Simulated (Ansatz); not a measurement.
# MnSb in Ansatz: the effect of Hubbard term

Crystal: MnSb.

```
Sb Mn
1.0
     4.15000    0.00000    0.00000
    -2.07500    3.59401    0.00000
     0.00000    0.00000    5.78000
Sb Mn
2 2
Direct
  0.66667 0.33333 0.75000
  0.33333 0.66667 0.25000
  0.00000 0.00000 0.50000
  0.00000 0.00000 0.00000
```

Alike in all runs:

* Program: Ansatz 0.2.0
* Task: band structure
* Functional: LDA
* Potentials or basis: Ansatz PAW
* Cutoff: 420 eV (not typed: the program's choice for these potentials)
* k mesh: 7 × 7 × 5
* Occupations: fermi-dirac, width 0.05 eV
* Spin: collinear spin, ferromagnetic start
* Starting moments: [0.0, 0.0, 4.0, 4.0] μB
* Path: [["G", "M", "K", "G", "A", "L", "H", "A"], ["L", "M"], ["K", "H"]]
* Points for each segment of the path: 14
* Hubbard projectors: ortho-atomic (the default)
* Double counting: fll (the default)

| Hubbard term | pressure (GPa) | moment (μB) |
| --- | --- | --- |
| none | -10.6 | 6.52 |
| Mn d U = 1 eV | ? | ? |
| Mn d U = 2 eV | -3.9 | 7.54 |
| Mn d U = 3 eV | -1.0 | 7.87 |
| Mn d U = 4 eV | 1.4 | 8.09 |
| Mn d U = 5 eV | 3.3 | 8.19 |
| Mn d U = 6 eV | 4.8 | 8.23 |
| Mn d U = 8 eV | 7.9 | 8.39 |

**Question.** What does the run with Hubbard term Mn d U = 1 eV give?

**Answer.** Pressure -6.9 GPa; moment 7.13 μB.

Worked out: A parabola through the other rows of the pressure, of slope 3.27 GPa per eV there, gives -7.1 GPa, against the run's -6.9. A parabola through the other rows of the moment, of slope 0.449 μB per eV there, gives 7.06 μB, against the run's 7.13.

Caveats: only a ferromagnetic start was run, and an antiferromagnetic order may lie lower in energy; the PAW data sets come from PBE, with cores solved anew for the run's functional, which leaves a small shift of forces and pressure; the magnetic or orbital state may not be the lowest (some runs); the U is typed as a test and isn't derived for this compound (some runs).
